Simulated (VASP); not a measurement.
Write the native input for VASP 6.6.1 that does the following.

| Item | Value |
| --- | --- |
| Task | single point |
| Functional | PBEsol |
| Potentials or basis | VASP PAW PBE potentials, release 64 (Hg, Te) |
| Cutoff | 520 eV |
| k mesh | 10 × 10 × 10 |
| Occupations | gaussian, width 0.1 eV |
| Spin | no spin polarisation |
| Dipole correction | no |
| Further INCAR settings | ALGO = Normal; EDIFF = 1e-06; NBANDS = 16 |

The structure of HgTe lies in POSCAR:

```
HgTe
1.0
    0.0000000000      3.0771170000      3.0771170000
    3.0771170000      0.0000000000      3.0771170000
    3.0771170000      3.0771170000      0.0000000000
Hg Te
1 1
Direct
   -0.0243734639      0.0243734639      0.0243734639
    0.5000000000      0.5000000000      0.5000000000
```

Measurements of this composition are mostly on another form, of space group No. 216.

The cell isn't the ideal one: one atom moved.

The input as run:

INCAR

```
  PREC = Accurate
  ENCUT = 520
  EDIFF = 1E-6
  ISMEAR = 0
  SIGMA = 0.1
  LREAL = F
  LASPH = T
  NELM = 100
  ALGO = Normal
  ISIF = 2
  LWAVE = F
  LCHARG = F
  GGA = PS
  NBANDS = 16
```

KPOINTS

```
Automatic mesh
0
Gamma
  10 10 10
```

Potentials or basis: VASP PAW PBE potentials, release 64 (Hg, Te).

Launch:

```bash
$ cat potpaw_PBE.64/Hg/POTCAR potpaw_PBE.64/Te/POTCAR > POTCAR
$ mpirun -np 1 vasp_std > vasp.out
```

Results of the run:

```
Pressure               : -3.2 GPa
Largest force          : 0.247 eV/Å
Band gap on the k mesh : none (metal or under the smearing width)
```

Caveat: the PAW data sets were made with another functional, which shifts forces and pressure a little.

Wall time 36 s on 1 thread of AMD EPYC 9R45 (Zen 5) (shared host), peak memory 0.21 GiB.
